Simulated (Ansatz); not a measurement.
Consider the cleavage of the Si–Si bond: `F[SiH2][SiH2]Cl` + acetic acid → `CC(=O)O[SiH2]Cl` + `F[SiH3]`.

Program: Ansatz. Geometries: PBE0-D4/def2-TZVP. ΔE: electronic, gas phase. CCSD(T)/CBS is the MP2 limit (def2-TZVPP, def2-QZVPP) plus CCSD(T) − MP2 in def2-TZVPP, frozen cores. This one scheme is used for every species. DFT in def2-TZVPP. B3LYP here is the variant with VWN-RPA as its local correlation; programs differ in this. One conformer a species, not always the lowest.

```tsv
level	ΔE (kcal/mol)	difference from CCSD(T)/CBS
PBE-D4	-17.5	6.6
r2SCAN-D4	-22.2	1.9
PBE0-D4	-19.3	4.8
B3LYP-D4	-22.6	1.5
ωB97X-V	-22.8	1.3
ωB97M-V	-24.4	-0.3
B2PLYP	-24.2	-0.1
PBE	-17.2	6.9
r2SCAN	-22.0	2.1
PBE0	-19.0	5.1
B3LYP	-22.1	2.0
HF/def2-TZVPP	-27.1	-3.0
MP2/def2-TZVPP	-26.4	-2.3
SCS-MP2/def2-TZVPP	-26.7	-2.6
CCSD/def2-TZVPP	-24.7	-0.6
CCSD(T)/def2-TZVPP	-24.6	-0.5
HF/def2-QZVPP	-27.5	-3.4
MP2/def2-QZVPP	-26.3	-2.2
SCS-MP2/def2-QZVPP	-26.5	-2.4
HF/CBS(def2)	-27.5	-3.4
MP2/CBS(def2)	-26.0	-1.9
CCSD/CBS(def2)	-24.2	-0.1
CCSD(T)/CBS	-24.1	0
```

Largest T1 diagnostic among the species: 0.015.

From PBE to PBE0 (25 % exact exchange), in def2-TZVPP and without D4, ΔE moves by −1.8 kcal/mol.

CCSD(T)/CBS has its own doubt, a few kJ/mol and more with outer-core shells, so smaller differences from it don't rank the levels.
